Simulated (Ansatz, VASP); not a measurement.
## CuI (CuI (110), 8 units) in two plane-wave programs

One calculation is typed for both programs; each brings its own data sets. How far apart do they land? The structure shown is the start of the Ansatz relaxation below; VASP solves that cell, so the two are compared at the walk's first step.

Calculated with Ansatz 0.2.0; plane waves, with VASP 6.6.1 beside it; single point at PBE.

## (1) The structure

The cell holds 16 atoms: 8 Cu and 8 I. Cell: a = 4.278 Å, b = 6.050 Å, c = 53.746 Å, α = 90.0°, β = 90.0°, γ = 90.0°. It derives from CuI (zincblende CuI). Vacuum lies along c. The height across the vacuum is the one that the program set for its solve, not the one typed.

## (2) Ansatz: relaxation, PBE

Ansatz runs on its PAW soft_1 files.

The two programs are compared at the cell with which this relaxation starts, whose forces are those of its first step.

Contents of input.yaml:

```yaml
crystal:
  lattice:
    - [4.27799603, 0.0, 0.0]
    - [0.0, 6.05, 0.0]
    - [0.0, 0.0, 30.9729860916]
  atoms:
    - { symbol: Cu, position: [0.5, 0.5, 0.2582895939] }
    - { symbol: I, position: [0.0, 0.75, 0.2582895939] }
    - { symbol: Cu, position: [0.0, 0.0, 0.3273497099] }
    - { symbol: I, position: [0.5, 0.25, 0.3273497099] }
    - { symbol: Cu, position: [0.5, 0.5, 0.396409826] }
    - { symbol: I, position: [0.0, 0.75, 0.396409826] }
    - { symbol: Cu, position: [0.0, 0.0, 0.465469942] }
    - { symbol: I, position: [0.5, 0.25, 0.465469942] }
    - { symbol: Cu, position: [0.5, 0.5, 0.534530058] }
    - { symbol: I, position: [0.0, 0.75, 0.534530058] }
    - { symbol: Cu, position: [0.0, 0.0, 0.603590174] }
    - { symbol: I, position: [0.5, 0.25, 0.603590174] }
    - { symbol: Cu, position: [0.5, 0.5, 0.6726502901] }
    - { symbol: I, position: [0.0, 0.75, 0.6726502901] }
    - { symbol: Cu, position: [0.0, 0.0, 0.7417104061] }
    - { symbol: I, position: [0.5, 0.25, 0.7417104061] }
  periodic: [true, true, false]
kpoints:
  mp_grid: { grid: [7, 5, 1] }
hamiltonian:
  xc: pbe
  pseudopotentials: { kind: paw, azcp: { folder: soft_1 } }
scf:
  occupations: { method: fermi_dirac, width: 0.05 }
relax:
  f_tol: 0.01
  max_steps: 90
  cell: {}
```

Command:

```console
> ansatz run input.yaml --threads 4 --pin off --max-ram 8192MiB --backend cpu --events-out ev --progress --plain --runs-dir out
```

Numbers of over 12 decimals in the logs are rounded to 6 here.

Log:

```text
Warning: crystal.periodic: the lattice vector that does not repeat stood 0.000° off the slab's normal, 30.973 Å along it as the deck builds it. The run solves the slab on a vector along the normal, 53.746 Å long, with every atom where it was (on the deck's vector they left 16.00 Å outside them, and the widest stretch free of ions among them is 2.14 Å). A fractional position that the run reports is one of the run's ce [...]
crystal.periodic: the lattice vector that does not repeat stood 0.000° off the slab's normal, 30.973 Å along it as the deck builds it. The run solves the slab on a vector along the normal, 53.746 Å long, with every atom where it was (on the deck's vector they left 16.00 Å outside them, and the widest stretch free of ions among them is 2.14 Å). A fractional position that the run reports is one of the run's cell, which [...]
Engine: ansatz 0.2.0, aarch64-unknown-linux-gnu
Pseudopotentials: kind: paw
Pseudopotential: Cu, paw, valence charge 19, recommended cutoff 420 eV (normal), soft_1/Cu.paw.azcp
Pseudopotential: I, paw, valence charge 17, recommended cutoff 420 eV (normal), soft_1/I.paw.azcp
Functional definition: PBE
  parameter kappa = 0.804
  parameter beta = 0.066725
  exchange = pbe_x(kappa = kappa, mu = beta*pi^2/3)
  correlation = pbe_c(beta = beta)
Crystal: 16 atoms, lattice volume = 1391.047 Å³
Basis set: ecut = 420 eV, 27197 PW (Γ), exchange–correlation on 60×90×720 points (8 copies of the dense FFT grid, shifted against one another)
Bands: 173, of which v1, the nominal top of the filled ones, is band 144 counted from 1 (143 counted from 0)
Symmetry: 4 space group operations
Space group: Pmn21 (ITA 31), of the structure as read, at distance tolerance 1.1e-4 Å
k-points: 12 of 35 (time reversal used)
Non-local potential: Cu, projectors of the file, l = 0: 3, l = 1: 2, l = 2: 3, l = 3: 1
[...]
Crystal: 16 atoms, lattice volume = 1399.024 Å³
Basis set: ecut = 420 eV, 27385 PW (Γ), exchange–correlation on 60×90×720 points (8 copies of the dense FFT grid, shifted against one another)
iter 1 solved again at ethr=8.74e-7 eV; its pass at ethr=3.10e-3 eV (dr2=2.52e-3 eV) is discarded
SCF iter   1: F=—  HF=-113107.584671 eV  |F-HF|=—  |Δ(HF+E_count)|=         —  Δρ=5.63e-4  dr2=2.31e-3  ethr=8.74e-7  ⟨swp⟩=5.8  Hψ=10698  notcnv=0  defer=1
preconditioner: auto → Resta (q_TF=auto, 2.096 Å⁻¹)  ε∞=3.0  [insulator: Δε(μ)=1.375 eV  Ē_g=8.388 eV  σ=0.050 eV  W_gap=1.00  n_scr=232 (ndim 8)  ℏωp=11.9 eV  f_vac=0.677  D(μ)=0.00/eV (n_scr^D=0)  ε∞_Penn≈3.0  vacuum switching on, ρ_ref=5.1e-3 e/Å³]
SCF iter   2: F=—  HF=-113107.584008 eV  |F-HF|=—  |Δ(HF+E_count)|=   6.63e-4  Δρ=2.70e-4  dr2=4.49e-4  ethr=8.02e-7  ⟨swp⟩=2.1  Hψ=3702  notcnv=0  defer=1
SCF iter   3: F=—  HF=-113107.584057 eV  |F-HF|=—  |Δ(HF+E_count)|=   4.90e-5  Δρ=2.91e-4  dr2=7.36e-4  ethr=1.56e-7  ⟨swp⟩=3.0  Hψ=4281  notcnv=0  defer=1
SCF iter   4: F=—  HF=-113107.583910 eV  |F-HF|=—  |Δ(HF+E_count)|=   1.46e-4  Δρ=4.65e-5  dr2=2.03e-5  ethr=1.56e-7  ⟨swp⟩=2.8  Hψ=4135  notcnv=0  defer=1
SCF iter   5: F=—  HF=-113107.583789 eV  |F-HF|=—  |Δ(HF+E_count)|=   1.22e-4  Δρ=1.04e-5  dr2=1.41e-6  ethr=7.06e-9  ⟨swp⟩=3.0  Hψ=4437  notcnv=0  defer=1
SCF iter   6: F=—  HF=-113107.583791 eV  |F-HF|=—  |Δ(HF+E_count)|=   1.94e-6  Δρ=8.13e-6  dr2=6.21e-7  ethr=1.10e-10  ⟨swp⟩=6.6  Hψ=8188  notcnv=0
SCF iter   7: F=—  HF=-113107.583791 eV  |F-HF|=—  |Δ(HF+E_count)|=   8.62e-8  Δρ=6.31e-6  dr2=3.28e-7  ethr=1.10e-10  ⟨swp⟩=5.1  Hψ=6839  notcnv=0
SCF iter   8: F=-113107.583791 eV  HF=-113107.583791 eV  |F-HF|=1.63e-8  |Δ(HF+E_count)|=   2.59e-8  Δρ=1.17e-6  dr2=1.49e-8  ethr=1.10e-10  ⟨swp⟩=4.9  Hψ=6331  notcnv=0
SCF 6 converged in 8 iterations: F = -113107.583791 eV  dr2 = 1.49e-8
relax step   6: F+E_penalty+E_count = -113107.58379064 eV  Δ(F+E_penalty+E_count) = -2.621e-3 eV  max|allowed force component| = 3.410e-3 eV/Å  Δτ_max = 0.0201 Å  P = -0.008 N/m  Ω = 1399.024 Å³  energy of the carried Pulay correction = -1.011e-3 eV  fix = [c, alpha, beta]  reactions: c +0.000 N/m  (8 SCF iters, dr2 threshold 3.18e-7 eV, accepted)
Initial wavefunctions: pseudopotential atomic-orbital guess (no wavefunctions were taken with the density)
iter 1 solved again at ethr=1.83e-6 eV; its pass at ethr=3.10e-3 eV (dr2=5.27e-3 eV) is discarded
[...]
eigensolver tolerance schedule: the retry pair's looser diagonalisation over-reported the residual by 437.64 of it (diagonalisation noise at 0.35 of the residual, at the tolerance the schedule requests for it); recorded, not acted on — ethr = c·dr2/N_el stays at c = 1.0e-1
preconditioner: auto → Resta (q_TF=auto, 2.096 Å⁻¹)  ε∞=3.0  [insulator: Δε(μ)=1.375 eV  Ē_g=8.354 eV  σ=0.050 eV  W_gap=1.00  n_scr=232 (ndim 8)  ℏωp=11.9 eV  f_vac=0.677  D(μ)=0.00/eV (n_scr^D=0)  ε∞_Penn≈3.0  vacuum switching on, ρ_ref=5.1e-3 e/Å³]
SCF iter   2: F=—  HF=-113107.574710 eV  |F-HF|=—  |Δ(HF+E_count)|=   1.80e-2  Δρ=8.70e-5  dr2=3.73e-6  ethr=4.17e-9  ⟨swp⟩=4.9  Hψ=6415  notcnv=0  defer=17
SCF iter   3: F=—  HF=-113107.583812 eV  |F-HF|=—  |Δ(HF+E_count)|=   9.10e-3  Δρ=2.84e-5  dr2=4.21e-6  ethr=1.30e-9  ⟨swp⟩=3.8  Hψ=5112  notcnv=0  defer=23
SCF iter   4: F=—  HF=-113107.584458 eV  |F-HF|=—  |Δ(HF+E_count)|=   6.46e-4  Δρ=1.14e-5  dr2=6.05e-7  ethr=1.30e-9  ⟨swp⟩=2.8  Hψ=4149  notcnv=0  defer=24
SCF iter   5: F=—  HF=-113107.584701 eV  |F-HF|=—  |Δ(HF+E_count)|=   2.43e-4  Δρ=3.49e-6  dr2=3.81e-8  ethr=2.10e-10  ⟨swp⟩=3.0  Hψ=4278  notcnv=0  defer=27
SCF iter   6: F=—  HF=-113107.584777 eV  |F-HF|=—  |Δ(HF+E_count)|=   7.60e-5  Δρ=1.06e-6  dr2=9.19e-9  ethr=1.32e-11  ⟨swp⟩=3.3  Hψ=3402  notcnv=0  defer=27
SCF iter   7: F=—  HF=-113107.584787 eV  |F-HF|=—  |Δ(HF+E_count)|=   1.00e-5  Δρ=1.12e-6  dr2=1.11e-8  ethr=3.19e-12  ⟨swp⟩=3.1  Hψ=4236  notcnv=0  defer=27
SCF iter   8: F=—  HF=-113107.584788 eV  |F-HF|=—  |Δ(HF+E_count)|=   1.69e-6  Δρ=1.52e-7  dr2=4.12e-10  ethr=3.19e-12  ⟨swp⟩=2.3  Hψ=3638  notcnv=0  defer=27
SCF iter   9: F=—  HF=-113107.584788 eV  |F-HF|=—  |Δ(HF+E_count)|=   8.03e-8  Δρ=1.06e-7  dr2=5.59e-11  ethr=1.00e-12  ⟨swp⟩=2.0  Hψ=2614  notcnv=0  defer=27
SCF iter  10: F=—  HF=-113107.584789 eV  |F-HF|=—  |Δ(HF+E_count)|=   4.19e-7  Δρ=1.61e-7  dr2=2.21e-10  ethr=1.00e-12  ⟨swp⟩=9.4  Hψ=11201  notcnv=0  recentre
SCF iter  11: F=-113107.584789 eV  HF=-113107.584788 eV  |F-HF|=2.56e-7  |Δ(HF+E_count)|=   1.79e-7  Δρ=5.64e-8  dr2=9.62e-12  ethr=1.00e-12  ⟨swp⟩=7.3  Hψ=11345  notcnv=0
SCF 7 converged in 11 iterations: F = -113107.584789 eV  dr2 = 9.62e-12
relax step   7: F+E_penalty+E_count = -113107.58478865 eV  Δ(F+E_penalty+E_count) = -9.980e-4 eV  max|allowed force component| = 3.422e-3 eV/Å  Δτ_max = 0.0000 Å  P = -0.011 N/m  Ω = 1399.024 Å³  fix = [c, alpha, beta]  reactions: c +0.000 N/m  stress off target by 1.51e-2 N/m on what of the cell is left free  SCF on the basis re-selected at this cell (its energy is not comparable with the rows above)  (11 SCF iters)
basis re-selected at this cell: Δ(F+E_penalty+E_count) = -9.980e-4 eV, ΔP = -0.003 N/m vs the last step (what re-selecting the basis moved, of the pressure what is left beyond the Pulay correction that the steps carried, after the strain that the cell walked since its last selection, with what the two solves' SCF thresholds leave and, on support functions, any second-order correction that the steps lacked; it is no m [...]
SCF converged after 11 iterations
Free energy (F): -113107.584789 eV
Harris-Foulkes:  -113107.584788 eV  (|F-HF|=2.56e-7)
Internal energy: -113107.584789 eV  (E = F + TS)
E sigma→0 (E₀):  -113107.584789 eV
Entropy (-TS):   -0.000000 eV (-0.000 meV/atom)
Fermi energy:    -3.951085 eV
--- Per-component energies (eV) ---
  E_band       = -10610.972200
  E_kinetic    = 3355.334310
  E_local      = -2327429.177759  (includes V_loc(G=0)·N_el)
  E_nonlocal   = 8146.851758
  E_hartree    = 1157792.026896
  E_xc         = -1396.863538
  E_vxc        = -1576.689552  (∫ρ·V_xc dr)
  E_paw        = -52863.644869  (= ΣΔE_a)
  E_vpaw       = -8691.332896  (= ΣTr[D̂ρ^β])
  E_aug_tail   = -0.011820  (compensation charges beyond the density's cutoff)
  E_ewald      = 1099287.900234
  E_smearing   = -0.000000  (= −TS)
  E_closure    = -0.000000  (closes the sum)
  Σ components = -113107.584789   (vs F -113107.584789, Δ=0.00e0)
--- Forces (eV/Å), atoms counted from 1 ---
  atom   1  Cu     0.00000000     0.00342244     0.00138194
  atom   2  I      0.00000000    -0.00306528    -0.00312340
  atom   3  Cu     0.00000000    -0.00321906     0.00220844
  atom   4  I     -0.00000000     0.00022806    -0.00199264
  atom   5  Cu    -0.00000000    -0.00072837    -0.00147582
  atom   6  I      0.00000000     0.00291008     0.00171126
  atom   7  Cu     0.00000000    -0.00204422    -0.00135882
  atom   8  I      0.00000000     0.00249635     0.00135790
  atom   9  Cu     0.00000000    -0.00204422     0.00135882
  atom  10  I      0.00000000     0.00249635    -0.00135790
  atom  11  Cu    -0.00000000    -0.00072837     0.00147582
  atom  12  I      0.00000000     0.00291008    -0.00171126
  atom  13  Cu     0.00000000    -0.00321906    -0.00220844
  atom  14  I     -0.00000000     0.00022806     0.00199264
  atom  15  Cu     0.00000000     0.00342244    -0.00138194
  atom  16  I      0.00000000    -0.00306528     0.00312340
  max |Σ_I F_I| component: 1.12e-8 eV/Å
--- 2D stress c σ (N/m, compression-positive) ---
       -0.015071       0.000000       0.000000
        0.000000      -0.007250       0.000000
        0.000000       0.000000       0.000000
  P = ½ c Tr σ = -0.0112 N/m
--- Relaxed structure (6 steps of the walk, 6 accepted, 1 SCFs on fresh bases) ---
  F+E_penalty+E_count = -113107.58478865 eV   max|allowed force component| = 3.422e-3 eV/Å   (the final SCF, on the basis selected at the relaxed cell)
  cell:  # Å, volume = 1399.0236 Å³
    - [4.294264, 0.0, 0.0]
    - [0.0, 6.061643, 0.0]
    - [0.0, 0.0, 53.745972]
  atoms:
    - { symbol: Cu, position: [0.500000, 0.573391, 0.160734] }
    - { symbol: I, position: [0, 0.750878, 0.145296] }
    - { symbol: Cu, position: [0, -0.023483, 0.186378] }
    - { symbol: I, position: [0.500000, 0.234349, 0.188674] }
    - { symbol: Cu, position: [0.500000, 0.490579, 0.228127] }
    - { symbol: I, position: [0, 0.741295, 0.227866] }
    - { symbol: Cu, position: [0, -0.00866847, 0.267893] }
    - { symbol: I, position: [0.500000, 0.241661, 0.268308] }
    - { symbol: Cu, position: [0.500000, 0.491332, 0.308392] }
    - { symbol: I, position: [0, 0.741661, 0.307977] }
    - { symbol: Cu, position: [0, -0.00942114, 0.348158] }
    - { symbol: I, position: [0.500000, 0.241295, 0.348419] }
    - { symbol: Cu, position: [0.500000, 0.476517, 0.389906] }
    - { symbol: I, position: [0, 0.734349, 0.387611] }
    - { symbol: Cu, position: [0, 0.073391, 0.415550] }
    - { symbol: I, position: [0.500000, 0.250878, 0.430989] }
```

(Part 1 of 2 ends here.)

[Lines on the potential files, build, host, timing and source positions are cut from VASP's logs without a mark.]

[Logs are printed without paths, hosts, clocks, repeated set-up lines and the standing remarks that a program may print on its own settings, such as how far it seeks lower states.]

[Hosts, paths, dates, database ids (printed as entryN), source tags and the programs' standing remarks are cut or masked in the printed files.]
